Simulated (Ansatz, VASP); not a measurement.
**CdTe: VASP beside Ansatz**

File INCAR:

```
PREC = Accurate
ENCUT = 520
EDIFF = 1E-6
ISMEAR = -1
SIGMA = 0.05
LREAL = False
LASPH = True
NELM = 80
ALGO = Normal
ISIF = 2
LWAVE = False
LCHARG = False
GGA = PE
NBANDS = 16
```

The input KPOINTS:

```
Automatic mesh
0
Gamma
  7 7 7
```

File POSCAR:

```
CdTe
1.0
    0.0000000000      3.1834892848      3.1834892848
    3.1834892848      0.0000000000      3.1834892848
    3.1834892848      3.1834892848      0.0000000000
Te Cd
1 1
Direct
    0.7500000000      0.7500000000      0.7500000000
    0.0000000000      0.0000000000      0.0000000000
```

Contents of input.yaml:

```yaml
crystal:
  lattice:
    - [0.0, 3.1834892848, 3.1834892848]
    - [3.1834892848, 0.0, 3.1834892848]
    - [3.1834892848, 3.1834892848, 0.0]
  atoms:
    - { symbol: Te, position: [0.75, 0.75, 0.75] }
    - { symbol: Cd, position: [0.0, 0.0, 0.0] }
kpoints:
  mp_grid: { grid: [7, 7, 7] }
scf:
  occupations: { method: fermi_dirac, width: 0.05 }
hamiltonian:
  xc: pbe
  pseudopotentials: { kind: all_electron, lapw: { basis_error: 0.0005 } }
output:
  forces: true
  stress: true
  eigenvalues: true
```

Change from the starting cell: volume scaled by 0.98.

Alike in both runs: task single point; functional PBE; k mesh 7 × 7 × 7; occupations fermi-dirac, width 0.05 eV; no spin polarisation.

```csv
,VASP,Ansatz
version,VASP 6.6.1,Ansatz 0.2.0
potentials or method,"VASP PAW PBE potentials, release 64 (Te, Cd)","all-electron LAPW, scalar-relativistic"
plane-wave cutoff (eV),520,see its input
```

VASP gave:

| Property | Result |
| --- | --- |
| gap on the k mesh at the Fermi level (eV) | 0.94 |
| least direct gap on the mesh (eV) | 0.94 |
| pressure (GPa) | 5.6 |

Problem. What did Ansatz give for the same quantities?

Solution. gap on the k mesh at the Fermi level (eV): 0.93; least direct gap on the mesh (eV): 0.93; pressure (GPa): 5.4.

Ansatz ran all-electron here, so the differences hold the error of VASP's frozen core and of both bases.

Caveats: spin-orbit coupling is left out, which moves the levels of the heavy elements.
